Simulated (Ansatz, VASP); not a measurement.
**One calculation of Ni, two programs**

File INCAR:

```
PREC     = Accurate       # precision mode
ENCUT    = 520            # plane-wave cutoff, eV
EDIFF    = 1E-6           # SCF threshold, eV
ISMEAR   = 0              # smearing method
SIGMA    = 0.011          # smearing width, eV
LREAL    = False          # projectors in reciprocal space
LASPH    = True           # aspherical terms in the spheres
NELM     = 100            # most SCF steps
ALGO     = Normal         # electronic algorithm
ISIF     = 2              # what is computed and relaxed
LWAVE    = False          # write WAVECAR
LCHARG   = False          # write CHGCAR
ISPIN    = 2              # spin polarisation
MAGMOM   = 1              # initial moments
LORBIT   = 11             # projections on sites
LMAXMIX  = 4              # l up to which the mixer works
GGA      = PE             # functional
```

Contents of KPOINTS:

```
regular mesh
0
Gamma
  13 13 13
```

Contents of POSCAR:

```
Ni
1.0
    0.0000000000      1.7375729330      1.7375729330
    1.7375729330      0.0000000000      1.7375729330
    1.7375729330      1.7375729330      0.0000000000
Ni
1
Direct
    0.0000000000      0.0000000000      0.0000000000
```

File input.yaml:

```yaml
crystal:
  lattice:
    - [0.0, 1.737572933, 1.737572933]
    - [1.737572933, 0.0, 1.737572933]
    - [1.737572933, 1.737572933, 0.0]
  atoms:
    - { symbol: Ni, position: [0.0, 0.0, 0.0], spin: 1.0 }
hamiltonian:
  xc: pbe
  pseudopotentials: { kind: paw }
magnetization:
  spin_polarized: true
kpoints:
  mp_grid: { grid: [13, 13, 13] }
scf:
  occupations: { method: gaussian, width: 0.011 }
output:
  forces: true
  stress: true
  eigenvalues: true
  write_density: true
  write_potential: true
  elf: true
  volumetric_format: npy
```

Alike in both runs: task single point; functional PBE; k mesh 13 × 13 × 13; occupations gaussian, width 0.011 eV; collinear spin, ferromagnetic start.

```csv
,VASP,Ansatz
version,VASP 6.6.1,Ansatz 0.2.0
potentials or method,"VASP PAW PBE potentials, release 64 (Ni)",Ansatz PAW
plane-wave cutoff (eV),520,420
valence electrons in the cell,10,18
```

```tsv
	VASP	Ansatz	Ansatz less VASP
gap on the k mesh at the Fermi level (eV)	none	none	-
pressure (GPa)	7.8	8.0	+0.23
net moment per atom (μB)	0.62	0.64	+0.018
size of the moment on the site where the two differ most (μB)	0.63	0.68	+0.047
```

Site moments also hang on the region over which each program counts them. A gap of «none» marks a metal or a gap that the smearing closes. With one functional, cell and mesh, what is left measures potentials, basis and numerics. The two sets of potentials don't hold the same shells in valence.
